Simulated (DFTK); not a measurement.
# AlN (P6_3mc) in DFTK: reference runs

Aim: a first look at AlN with PBE, on the cell as given.

Program: DFTK 0.8.2. These are calculated values, not measurements. Logs are shortened: lines on timing, memory, paths and dates and some standing lists are left out, and cuts for length are marked.

**Measured values to compare with.**

From “Self-assembly of well-separated AlN nanowires directly on sputtered metallic TiN films”, 2019, arxiv:1910.07391, for a bulk crystal of AlN at 10 K: band gap 6.034 eV (an exciton energy, a little under the gap).

The results are compared with them further down.

## (1) The crystal as given

The structure is hexagonal, space group P6_3mc (No. 186). The conventional cell has a = 3.113 Å, b = 3.113 Å, c = 4.981 Å, α = 90.00°, β = 90.00°, γ = 120.00°. Around Al (site symmetry 3m) lie 4 N at 1.89 Å. N (site symmetry 3m) has 4 Al at 1.89 Å as nearest neighbours.

## (2) Single point, PBE

File run.jl:

```julia
using DFTK
using PseudoPotentialData
using Unitful, UnitfulAtomic
using LinearAlgebra, Printf
include("save.jl")
disable_threading()

# lattice vectors are the columns
lattice = austrip(1u"Å") * [         3.113        -1.5565            0.0;
                      0.0    2.695937082            0.0;
                      0.0            0.0          4.981]
symbols   = [:Al, :Al, :N, :N]
positions = [[0.6666666667, 0.3333333333, 0.5],
             [0.3333333333, 0.6666666667, 0.0],
             [0.6666666667, 0.3333333333, 0.88],
             [0.3333333333, 0.6666666667, 0.38]]
pseudopotentials = PseudoFamily("dojo.nc.sr.pbe.v0_4_1.standard.upf")
elements = Dict(s => ElementPsp(s, pseudopotentials) for s in unique(symbols))
atoms    = [elements[s] for s in symbols]

build_model(lattice, positions; symmetries=true) =
    model_DFT(lattice, atoms, positions;
              functionals=PBE(),
              temperature=austrip(0.05u"eV"),
              smearing=Smearing.FermiDirac(),
              symmetries)
Ecut  = 42.0  # hartree
kgrid = [10, 10, 6]
tol   = 1e-6
to_GPa = ustrip(uconvert(u"GPa", 1u"hartree/bohr^3"))

model = build_model(lattice, positions)
basis = PlaneWaveBasis(model; Ecut, kgrid)
display(basis)
scfres = self_consistent_field(basis;
                               tol,
                               nbandsalg=AdaptiveBands(model; n_bands_converge=13))
display(scfres.energies)
@printf "Fermi level: %.6f eV\n" ustrip(auconvert(u"eV", something(scfres.εF, NaN)))
forces = compute_forces_cart(scfres)
println("Forces (eV/Å)")
for (s, f) in zip(symbols, forces)
    @printf "%-3s %12.6f %12.6f %12.6f\n" s ustrip.(auconvert.(u"eV/Å", f))...
end
stress = compute_stresses_cart(scfres)
println("Stress (GPa)")
display(round.(stress * to_GPa; digits=4))
println("Levels at the first k-point (eV): ", round.(ustrip.(auconvert.(u"eV", scfres.eigenvalues[1][1:scfres.n_bands_converge])); digits=4))
save_scf!(scfres; forces, stress)
```

Potentials or basis: dojo.nc.sr.pbe.v0_4_1.standard.upf (PBE).

Launch:

```
> julia --threads=1 run.jl  # save.jl only writes the numbers to a file and isn't shown; printed stress counts tension as positive; times include loading and compiling
```

What it wrote:

```text
PlaneWaveBasis discretization:

    Ecut                 : 42.0 Ha
    fft_size             : (40, 40, 60), 96000 total points
    kgrid                : MonkhorstPack([10, 10, 6])
    num.   red. kpoints  : 600
    num. irred. kpoints  : 84

    Discretized Model(gga_x_pbe+gga_c_pbe, 3D):
        lattice (in Bohr)    : [5.88272   , -2.94136  , 0         ]
                               [0         , 5.09458   , 0         ]
                               [0         , 0         , 9.41273   ]
        unit cell volume     : 282.1 Bohr³

        atoms                : Al₂N₂
        pseudopot. family    : PseudoFamily("dojo.nc.sr.pbe.v0_4_1.standard.upf")

        num. electrons       : 16
        spin polarization    : none
        temperature          : 0.0018375 Ha
        smearing             : DFTK.Smearing.FermiDirac()

        terms                : Kinetic()
                               AtomicLocal()
                               AtomicNonlocal()
                               Ewald(nothing)
                               PspCorrection()
                               Hartree()
                               Xc(gga_x_pbe, gga_c_pbe)
                               Entropy()
n     Energy            log10(ΔE)   log10(Δρ)   Diag   Δtime
---   ---------------   ---------   ---------   ----   ------
  1   -25.34923491648                   -0.38    5.3    29.7s
  2   -25.51643272906       -0.78       -0.59    3.6    27.1s
  3   -25.58549342014       -1.16       -1.22    3.6    30.1s
  4   -25.58801234201       -2.60       -1.73    2.4    16.6s
  5   -25.58843825883       -3.37       -2.76    2.0    20.7s
  6   -25.58845033930       -4.92       -2.80    3.3    28.6s
  7   -25.58845202617       -5.77       -3.22    1.0    18.7s
  8   -25.58845229193       -6.58       -3.65    2.1    17.1s
  9   -25.58845234206       -7.30       -4.48    2.4    19.3s
 10   -25.58845234363       -8.80       -4.82    3.7    19.9s
 11   -25.58845234348   +   -9.82       -4.72    1.6    12.3s
 12   -25.58845234365       -9.76       -5.09    1.1    12.2s
 13   -25.58845234370      -10.28       -5.70    2.2    14.3s
 14   -25.58845234371      -11.27       -6.67    2.8    16.6s
Energy breakdown (in Ha):
    Kinetic             16.3767412
    AtomicLocal         -17.1238550
    AtomicNonlocal      -1.3426641
    Ewald               -21.7432241
    PspCorrection       1.0539482
    Hartree             5.6889445
    Xc                  -8.4983431
    Entropy             0.0000000

    total               -25.588452343709
Fermi level: 7.424261 eV
Forces (eV/Å)
Al     -0.000000     0.000000    -0.130485
Al      0.000000     0.000000    -0.130485
N      -0.000000    -0.000000     0.130501
N       0.000000    -0.000000     0.130501
Stress (GPa)
3×3 StaticArraysCore.SMatrix{3, 3, Float64, 9} with indices SOneTo(3)×SOneTo(3):
 -2.8178   0.0      0.0
  0.0     -2.8178  -0.0
 -0.0     -0.0     -4.46
Levels at the first k-point (eV): [-9.831, -7.6803, -0.6604, 4.4826, 4.4826, 5.1338, 5.1338, 5.3138, 9.5347, 11.9899, 15.9051, 16.5051, 16.5051]
```

Wall time 8.2 min (1 thread of Intel Xeon Platinum 8259CL at 2.50GHz (Skylake/Cascade Lake), shared host); peak memory 2.8 GiB.

What came out:

| Item | Value |
| --- | --- |
| Free energy | -696.2973 eV |
| Pressure | 3.4 GPa |
| Largest force | 0.131 eV/Å |
| Band gap on the k mesh | 4.22 eV, direct |

Forces on the atoms (eV/Å):
```
Al   0.000  0.000 -0.130
Al   0.000  0.000 -0.130
N    0.000  0.000  0.131
N    0.000  0.000  0.131
```

Stress tensor (GPa, compression positive):
```
2.82 0.00 0.00
0.00 2.82 0.00
0.00 0.00 4.46
```

## (3) Against experiment

Step 2. A measured gap of AlN is 6.034 eV (an exciton energy, a little under the gap; 10 K; quoted in “Self-assembly of well-separated AlN nanowires directly on sputtered metallic TiN films”, 2019, arxiv:1910.07391); the calculated 4.22 eV misses it by -1.81 eV. 2 values of this kind are on record (6.034 to 6.0343 eV); this one was drawn at random. The value is that of PBE on a finite k mesh, which can miss the band edges, without temperature or zero-point motion. Semilocal functionals fall short of measured gaps as a rule.
